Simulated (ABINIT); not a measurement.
Runs of ABINIT 10.8.3 (patched build) on AlN. Symmetry: F-43m, No. 216, cubic system. The conventional cell has a = 4.368 Å, b = 4.368 Å, c = 4.368 Å, α = 90.00°, β = 90.00°, γ = 90.00°. Al (site symmetry -43m) has 4 N at 1.89 Å as nearest neighbours. Around N (site symmetry -43m) lie 4 Al at 1.89 Å. Measurements of this composition are mostly on another form, of space group No. 186.

```tsv
level	potentials or basis	k mesh	smearing	share of exact exchange	thinning of the exchange mesh (fockdownsampling)	gap on the mesh (eV)
HSE06	PseudoDojo NC SR PBE v0.4.1 standard	8 × 8 × 8	fixed	-	-	4.59
PBE0	SPMS NC PBE v1.0	6 × 6 × 6	fermi-dirac 0.05 eV	0.35	2 × 2 × 2	6.15
PBE0	SPMS NC PBE v1.0	6 × 6 × 6	fermi-dirac 0.05 eV	0.5	2 × 2 × 2	7.39
PBE0	SPMS NC PBE v1.0	6 × 6 × 6	fermi-dirac 0.05 eV	0.25	2 × 2 × 2	5.33
PBE0	SPMS NC PBE v1.0	6 × 6 × 6	fermi-dirac 0.05 eV	0.15	2 × 2 × 2	(b)
PBE0	SPMS NC PBE v1.0	6 × 6 × 6	fermi-dirac 0.05 eV	0.05	2 × 2 × 2	(a)
```

Alike in all rows: task single point; no spin polarisation; cell as given; cutoff (eV) 952.

Task: Fill in the values left out.

Result: (a) 3.72; (b) 4.52.

Caveats: exact exchange is summed on a coarse mesh, which widens gaps by tenths of an eV (some runs); Libxc's HSE differs a little from that of other programs (some runs).

A k mesh can miss the band edges.

Runs at the PBE level aren't shown here.
